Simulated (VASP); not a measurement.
Sb:

```
Sb
1.0
     6.24480    0.00000    0.00000
     0.00000    8.69504    0.00000
    -0.07783    0.00000    8.81170
Sb
16
Direct
  0.00569 0.12500 0.12058
  0.00569 0.12500 0.62058
  0.00569 0.62500 0.12058
  0.00569 0.62500 0.62058
  0.50569 0.12500 0.12058
  0.50569 0.12500 0.62058
  0.50569 0.62500 0.12058
  0.50569 0.62500 0.62058
  0.49431 0.37500 0.37942
  0.49431 0.37500 0.87942
  0.49431 0.87500 0.37942
  0.49431 0.87500 0.87942
  0.99431 0.37500 0.37942
  0.99431 0.37500 0.87942
  0.99431 0.87500 0.37942
  0.99431 0.87500 0.87942
```

This isn't the form of Sb at room conditions, which is rhombohedral.

- Program: VASP 6.6.1
- Task: phonon dispersion
- Functional: PBE
- Potentials or basis: VASP PAW PBE potentials, release 64 (Sb)
- Cutoff: 520 eV
- k mesh: 3 × 2 × 2
- Occupations: gaussian, width 0.02 eV
- Spin: no spin polarisation
- Long-range dipole term: no
- Supercell matrix: [2, 0, 0, 0, 2, 0, 0, 0, 2]
- Further INCAR settings: LREAL = Auto; ALGO = Normal; EDIFF = 1e-07; IBRION = 6; POTIM = 0.015; NSW = 1

Problem. Is this structure dynamically stable at this level, and how far does the spectrum reach?

Solution. No: the interpolated spectrum has imaginary modes, down to 151i cm⁻¹ near Γ. The highest frequency is 142 cm⁻¹.

Phonon frequencies at the corners of the path (cm⁻¹, interpolated; i marks imaginary ones):
```csv
point,frequencies
Γ,151i 0 0 0 42 111
Y,35 46 91 112 120 134
H,50i 17 93 101 108 124
C,50i 17 93 101 108 124
E,50i 50i 42 42 73 73
M1,50i 50i 42 42 73 73
A,58i 58i 26i 26i 115 115
X,111i 61i 59i 36 37 62
H1,50i 17 93 101 108 124
M,50i 50i 42 42 73 73
D,25 25 30 30 142 142
Z,42 42 102 102 129 129
```

A q mesh this small can miss soft modes between its points.

Caveat: the k mesh is coarse (spacing up to 0.36 Å⁻¹), so the values aren't converged; some modes are imaginary.
